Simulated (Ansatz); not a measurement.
## Ir in Ansatz: the effect of functional

Crystal: Ir.

```xyz
2
Lattice="2.7329 0.0000 0.0000 -1.3665 2.3668 0.0000 0.0000 0.0000 4.4323" Properties=species:S:1:pos:R:3 pbc="T T T"
Ir    0.0000    1.5778    1.1081
Ir    1.3665    0.7889    3.3243
```

This isn't the form of Ir at room conditions, which is fcc.

The cell isn't the ideal one: volume scaled by 0.98.

Alike in all runs:

* Program: Ansatz 0.2.0
* Task: single point
* Potentials or basis: Ansatz PAW
* k mesh: 11 × 11 × 6
* Occupations: fermi-dirac, width 0.05 eV
* Spin: no spin polarisation

**Question.** One run gave: pressure -11.2 GPa. Which functional did it use?
A. PBEsol
B. LDA
C. r2SCAN

**Answer.** B.

```csv
functional,cutoff,pressure (GPa)
LDA,420 eV (not typed: the program's choice for these potentials),-11.2
PBEsol,420 eV (not typed: the program's choice for these potentials),-5.6
r2SCAN,500 eV (not typed: the program's choice for these potentials),-1.7
```

Caveats: the PAW data sets come from PBE, with cores solved anew for the run's functional, which leaves a small shift of forces and pressure.
